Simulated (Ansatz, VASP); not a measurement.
**WS2: VASP beside Ansatz**

```
CELL_PARAMETERS angstrom
2.59173 0.00000 0.00000
0.00000 2.59173 0.00000
0.00000 0.00000 9.23417
ATOMIC_POSITIONS crystal
W 0.50801 0.50711 0.50064
S 0.51982 0.51597 0.76917
S 0.49619 0.48910 0.23427
```

Change from the starting cell: atoms moved at random, drawn with an rms of 0.05 Å.

Alike in both runs: task single point; functional PBE; k mesh 10 × 10 × 3; occupations fermi-dirac, width 0.05 eV; no spin polarisation.

```csv
,VASP,Ansatz
version,VASP 6.6.1,Ansatz 0.2.0
potentials or method,"VASP PAW PBE potentials, release 64 (W_sv, S), cutoff 520 eV","all-electron LAPW, scalar-relativistic"
```

VASP gave:

* gap on the k mesh at the Fermi level (eV): none
* pressure (GPa): 0.0
* largest component of the traceless stress (GPa): 1.73
* rms of the force components (eV/Å): 0.080

Q: Which values does Ansatz return?

A: gap on the k mesh at the Fermi level (eV): none; pressure (GPa): -0.1; largest component of the traceless stress (GPa): 1.61; rms of the force components (eV/Å): 0.081.

Atom by atom the forces differ by 0.001 eV/Å (rms over components). A gap of «none» marks a metal or a gap that the smearing closes. Ansatz ran all-electron here, so the differences hold the error of VASP's frozen core and of both bases.

The runs have no spin-orbit coupling, so splittings on W are missing.
